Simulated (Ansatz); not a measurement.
## Cu under changes of volume

One of the cells (11.810 Å³/atom); the others are scaled copies at fixed shape and fractional positions:

```xyz
1
Lattice="0.0000 1.8075 1.8075 1.8075 0.0000 1.8075 1.8075 1.8075 0.0000" Properties=species:S:1:pos:R:3 pbc="T T T"
Cu    0.0000    0.0000    0.0000
```

* Program: Ansatz 0.2.0
* Functional: PBE
* Potentials or basis: Ansatz PAW earlier set
* Cutoff: 700 eV (not typed: the program's choice for these potentials)
* k mesh: 13 × 13 × 13
* Occupations: fermi-dirac, width 0.05 eV
* Spin: no spin polarisation

```csv
volume (Å³/atom),energy over the lowest point (meV/atom),pressure (GPa)
11.102,?,?
11.338,14.74,8.4
11.574,5.02,4.8
11.810,0.29,1.6
12.047,0.00,-1.2
12.283,3.64,-3.7
12.519,10.78,-5.9
```

Q: What does the run at 11.102 Å³/atom give?

A: Energy over the lowest point 30.08 meV/atom; pressure 12.5 GPa.

Worked out: A Birch-Murnaghan fit of order 3 (a polynomial in V^(-2/3)) to the other rows has its minimum at 11.94 Å³/atom with B0 = V·E''(V) = 142 GPa and B' = 5.0. It gives 30.08 meV/atom at 11.102 Å³/atom, against the run's 30.08, and -dE/dV = 12.5 GPa, against 12.5.

Energies are extrapolated to zero smearing.
